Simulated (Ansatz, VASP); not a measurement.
## One calculation of InAs, two programs

```
CELL_PARAMETERS angstrom
0.00000 2.98175 2.98175
2.98175 0.00000 2.98175
2.98175 2.98175 0.00000
ATOMIC_POSITIONS crystal
In 0.00000 0.00000 0.00000
As 0.25000 0.25000 0.25000
```

Alike in both runs: task single point; functional PBEsol; k mesh 12 × 12 × 12; occupations gaussian, width 0.1 eV; no spin polarisation.

|  | VASP | Ansatz |
| --- | --- | --- |
| version | VASP 6.6.1 | Ansatz 0.2.0 |
| potentials or method | VASP PAW PBE potentials, release 64 (In_d, As) | scalar-relativistic, plane waves, PAW |
| plane-wave cutoff (eV) | 520 | 420 |
| valence electrons in the cell | 18 | 28 |

|  | VASP | Ansatz | Ansatz less VASP |
| --- | --- | --- | --- |
| gap on the k mesh at the Fermi level (eV) | none | none | - |
| pressure (GPa) | 4.1 | 4.0 | -0.11 |

A gap of «none» marks a metal or a gap that the smearing closes. With one functional, cell and mesh, what is left measures potentials, basis and numerics. The two sets of potentials don't hold the same shells in valence.

Caveats: the PAW data sets were made with another functional, which shifts forces and pressure a little (VASP).
